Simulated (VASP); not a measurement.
# Si (Fd-3m) in VASP: notebook, part 3 of 3

VASP 6.6.1.

## 5. Band structure, r2SCAN

INCAR

```
SYSTEM = Si
ALGO = Normal ; EDIFF = 1E-7
ENCUT = 520 ; ISIF = 2
ISMEAR = -1 ; LASPH = .True.
LCHARG = .False. ; LMIXTAU = .True.
LREAL = .False. ; LWAVE = .False.
METAGGA = R2SCAN ; NELM = 60
PREC = Accurate ; SIGMA = 0.05
```

KPOINTS

```
k-points
0
Gamma
  8 8 8
  0 0 0
```

POSCAR

```
Si
1.0
    0.0000000000      2.7218511865      2.7218511865
    2.7218511865      0.0000000000      2.7218511865
    2.7218511865      2.7218511865      0.0000000000
Si
2
Direct
    0.5000000000      0.5000000000      0.5000000000
    0.7500000000      0.7500000000      0.7500000000
```

KPOINTS_OPT

```
path GXWKGLUWLK,UX
10
line-mode
reciprocal
 0.0000000000  0.0000000000  0.0000000000  G
 0.5000000000  0.0000000000  0.5000000000  X

 0.5000000000  0.0000000000  0.5000000000  X
 0.5000000000  0.2500000000  0.7500000000  W

 0.5000000000  0.2500000000  0.7500000000  W
 0.3750000000  0.3750000000  0.7500000000  K

 0.3750000000  0.3750000000  0.7500000000  K
 0.0000000000  0.0000000000  0.0000000000  G

 0.0000000000  0.0000000000  0.0000000000  G
 0.5000000000  0.5000000000  0.5000000000  L

 0.5000000000  0.5000000000  0.5000000000  L
 0.6250000000  0.2500000000  0.6250000000  U

 0.6250000000  0.2500000000  0.6250000000  U
 0.5000000000  0.2500000000  0.7500000000  W

 0.5000000000  0.2500000000  0.7500000000  W
 0.5000000000  0.5000000000  0.5000000000  L

 0.5000000000  0.5000000000  0.5000000000  L
 0.3750000000  0.3750000000  0.7500000000  K

 0.6250000000  0.2500000000  0.6250000000  U
 0.5000000000  0.0000000000  0.5000000000  X
```

Potentials or basis: VASP PAW PBE potentials, release 64 (Si).

Launch:

```console
cat potpaw_PBE.64/Si/POTCAR > POTCAR
mpirun -np 1 vasp_std > vasp.out
```

OUTCAR:

```text
SYSTEM = Si
   EDIFF = 1E-7
   ENCUT = 520
   ISIF = 2
   ISMEAR = -1
   LASPH = .True.
   LREAL = .False.
   METAGGA = R2SCAN
   NELM = 60
   PREC = Accurate

 ion  position               nearest neighbor table
   1  0.500  0.500  0.500-   2 2.36   2 2.36   2 2.36   2 2.36
   2  0.750  0.750  0.750-   1 2.36   1 2.36   1 2.36   1 2.36

  LATTYP: Found a face centered cubic cell.
 ALAT       =     5.4437023730

  Lattice vectors:

 A1 = (   0.0000000000,   2.7218511865,   2.7218511865)
 A2 = (   2.7218511865,   0.0000000000,   2.7218511865)
 A3 = (   2.7218511865,   2.7218511865,   0.0000000000)

Analysis of symmetry for initial positions (statically):
=====================================================================
 Subroutine PRICEL returns:
 Original cell was already a primitive cell.

 Routine SETGRP: Setting up the symmetry group for a
 face centered cubic supercell.

 Subroutine GETGRP returns: Found 48 space group operations
 (whereof 24 operations were pure point group operations)
 out of a pool of 48 trial point group operations.

The static configuration has the point symmetry T_d .
 The point group associated with its full space group is O_h .

Analysis of symmetry for dynamics (positions and initial velocities):
=====================================================================
 Subroutine PRICEL returns:
 Original cell was already a primitive cell.

 Routine SETGRP: Setting up the symmetry group for a
 face centered cubic supercell.

 Subroutine GETGRP returns: Found 48 space group operations
 (whereof 24 operations were pure point group operations)
 out of a pool of 48 trial point group operations.

The dynamic configuration has the point symmetry T_d .
 The point group associated with its full space group is O_h .

 Subroutine INISYM returns: Found 48 space group operations
 (whereof 24 operations are pure point group operations),
 and found     1 'primitive' translations

----------------------------------------------------------------------------------------
[... 121 lines left out ...]
   LORBIT       =      0    0 simple, 1 ext, 2 COOP (PROOUT), +10 PAW based schemes
   METAGGA = R2SCAN    functional components
   LHFCALC =     F    Hartree Fock is set to
   AEXX    =    0.0000 exact exchange contribution
   IVDW    =     0    specifies the selected vdW correction
   LEPSILON=     F    determine dielectric tensor
   LRPA    =     F    only Hartree local field effects (RPA)
 non-spin polarized calculation
  energy-cutoff  :      520.00
  volume of cell :       40.33
 maximum number of plane-waves:      1106
 NGX is ok and might be reduce to    30
   NGX = 15   NGY = 15   NGZ = 15

 number of electron       8.0000001 magnetization

 Free energy of the ion-electron system (eV)
  ---------------------------------------------------
  ext. energy  EPLUGINS =         0.00000000
  ---------------------------------------------------
  free energy    TOTEN  =       -17.54715724 eV

  energy without entropy =      -17.54715287  energy(sigma->0) =      -17.54715505

 E-fermi :   6.0588     XC(G=0):  -9.8260

 val. band max:        5.6660094831   @ k =   0.0000   0.0000   0.0000
 cond. band min:       6.4912176040   @ k =   0.3750   0.3750   0.0000
 fundamental gap:      0.8252081208
 Fermi energy:         6.0588474515

 k-point     1 :       0.0000    0.0000    0.0000
  band No.  band energies     occupation
      1      -6.8093      2.00000
      2       5.6660      1.99923
      3       5.6660      1.99923
      4       5.6660      1.99923
      5       8.4209      0.00000
      6       8.4209      0.00000
      7       8.4209      0.00000
      8       9.5668      0.00000
[... 298 lines left out ...]
 k-point    29 :      -0.2500    0.5000    0.2500
  band No.  band energies     occupation
      1      -2.2994      2.00000
      2      -2.2994      2.00000
      3       1.6718      2.00000
      4       1.6718      2.00000
      5      10.2656      0.00000
      6      10.2656      0.00000
      7      11.0698      0.00000
      8      11.0698      0.00000

------------------------ aborting loop because EDIFF is reached ----------------------------------------

  FORCE on cell =-STRESS in cart. coord.  units (eV):
  Direction    XX          YY          ZZ          XY          YZ          ZX
  --------------------------------------------------------------------------------------
  -------------------------------------------------------------------------------------
  Total       -0.0504716     -0.0504716     -0.0504716      0.0000000      0.0000000     -0.0000000
  in kB       -2.0050939     -2.0050939     -2.0050939      0.0000000      0.0000000     -0.0000000
  external PRESSURE =      -2.0050939 kB  Pullay stress =       0.0000000 kB

 VOLUME and BASIS-vectors are now :
 -----------------------------------------------------------------------------
  energy-cutoff  :      520.00
  volume of cell :       40.33
      direct lattice vectors                 reciprocal lattice vectors
     0.000000000  2.721851186  2.721851186    -0.183698507  0.183698507  0.183698507
     2.721851186  0.000000000  2.721851186     0.183698507 -0.183698507  0.183698507
     2.721851186  2.721851186  0.000000000     0.183698507  0.183698507 -0.183698507

 POSITION                                       TOTAL-FORCE (eV/Angst)
 -----------------------------------------------------------------------------------
      2.72185      2.72185      2.72185        -0.000000     -0.000000     -0.000000
      4.08278      4.08278      4.08278         0.000000      0.000000      0.000000
 -----------------------------------------------------------------------------------
    total drift:                                0.000000     -0.000000     -0.000000

  FREE ENERGIE OF THE ION-ELECTRON SYSTEM (eV)
  ---------------------------------------------------
  free  energy   TOTEN  =       -17.5471572409 eV

  energy  without entropy=      -17.5471528684  energy(sigma->0) =      -17.54715505
```

OSZICAR:

```text
N       E                     dE             d eps       ncg     rms          rms(c)
DAV:   1     0.280144894575E+01    0.28014E+01   -0.34474E+03   464   0.831E+02
DAV:   2    -0.184370452869E+02   -0.21238E+02   -0.20792E+02   704   0.910E+01
[... 35 lines left out ...]
DAV:   3     0.147636295082E+02   -0.63830E+01      576
DAV:   4     0.147309135049E+02   -0.32716E-01      736
DAV:   5     0.147308899008E+02   -0.23604E-04      576
DAV:   6     0.147308896930E+02   -0.20786E-06      760
DAV:   7     0.147308896929E+02   -0.69145E-10      608
       N       E                     dE             ncg
DAV:   1     0.451352405778E+04   -0.37114E+04      208
DAV:   2     0.426894450568E+04   -0.24458E+03      272
DAV:   3     0.426573018301E+04   -0.32143E+01      312
DAV:   4     0.426571904117E+04   -0.11142E-01      376
DAV:   5     0.426571903996E+04   -0.12046E-05      312
DAV:   6     0.426571903996E+04   -0.19572E-08      368
```

It took 81 s on 1 thread of Intel Xeon 6975P-C (Granite Rapids), shared host; peak memory 0.15 GiB.

Results:

* Free energy: -17.5472 eV
* Pressure: -0.2 GPa
* Band gap on the k mesh: 0.83 eV, indirect (least direct gap 2.75 eV)
* Band gap along the path: 0.80 eV, indirect (least direct gap 2.75 eV)

Levels at the corners of the path, in eV from the valence-band top:
```csv
point,band 1,band 2,band 3,band 4,band 5,band 6,band 7,band 8
Γ,-12.48,0.00,0.00,0.00,2.75,2.75,2.75,3.90
X,-8.13,-8.13,-2.99,-2.99,0.93,0.93,10.82,10.82
X,-8.13,-8.13,-2.99,-2.99,0.93,0.93,10.82,10.83
W,-7.97,-7.97,-3.99,-3.99,4.60,4.60,5.40,5.40
W,-7.97,-7.97,-3.99,-3.99,4.60,4.60,5.40,5.40
K,-8.57,-7.51,-4.46,-2.55,1.44,4.47,7.96,8.55
K,-8.57,-7.51,-4.46,-2.55,1.44,4.47,7.96,8.55
Γ,-12.48,0.00,0.00,0.00,2.75,2.75,2.75,3.90
Γ,-12.48,0.00,0.00,0.00,2.75,2.75,2.75,3.90
L,-10.04,-7.23,-1.27,-1.27,1.86,3.59,3.59,8.33
L,-10.04,-7.23,-1.27,-1.27,1.86,3.59,3.59,8.33
U,-8.57,-7.51,-4.46,-2.55,1.44,4.47,7.96,8.55
U,-8.57,-7.51,-4.46,-2.55,1.44,4.47,7.96,8.55
W,-7.97,-7.97,-3.99,-3.99,4.60,4.60,5.40,5.40
W,-7.97,-7.97,-3.99,-3.99,4.60,4.60,5.40,5.40
L,-10.04,-7.23,-1.27,-1.27,1.86,3.59,3.59,8.33
L,-10.04,-7.23,-1.27,-1.27,1.86,3.59,3.59,8.33
K,-8.57,-7.51,-4.46,-2.55,1.44,4.47,7.96,8.55
U,-8.57,-7.51,-4.46,-2.55,1.44,4.47,7.96,8.55
X,-8.13,-8.13,-2.99,-2.99,0.93,0.93,10.82,10.82
```

Caveat: the PAW data sets were made with another functional, which shifts forces and pressure a little.

## 6. For comparison

An earlier run on the cell as given: functional PBE; potentials or basis VASP PAW PBE potentials, release 64 (Si); cutoff 520 eV; k mesh 8 × 8 × 8; occupations fermi-dirac, width 0.05 eV; no spin polarisation.

* Pressure: 1.3 GPa
* Band gap on the k mesh: 0.63 eV, indirect (least direct gap 2.56 eV)

## 7. The runs side by side

```csv
task,level,k mesh,grid for exact exchange (PRECFOCK),exchange at q = 0,mesh quality,gap on the mesh (eV),pressure (GPa)
band structure,TPSS,8 × 8 × 8,-,-,not flagged,0.70,0.4
band structure,B3LYP,4 × 4 × 4,Normal,truncated,coarse,2.02,2.5
band structure,r2SCAN,8 × 8 × 8,-,-,not flagged,0.83,-0.2
single point,PBE,8 × 8 × 8,-,-,not flagged,0.63,1.3
```

Alike in all rows: potentials or basis VASP PAW PBE potentials, release 64 (Si); no spin polarisation; cell as given; cutoff (eV) 520; smearing fermi-dirac 0.05 eV.

Caveats: some runs use coarse meshes; the PAW data sets were made with another functional, which shifts forces and pressure a little (some runs); the mesh misses the band edges, which the band path finds closer together (some runs).

Absolute energies hang on the potentials; compare differences alone.
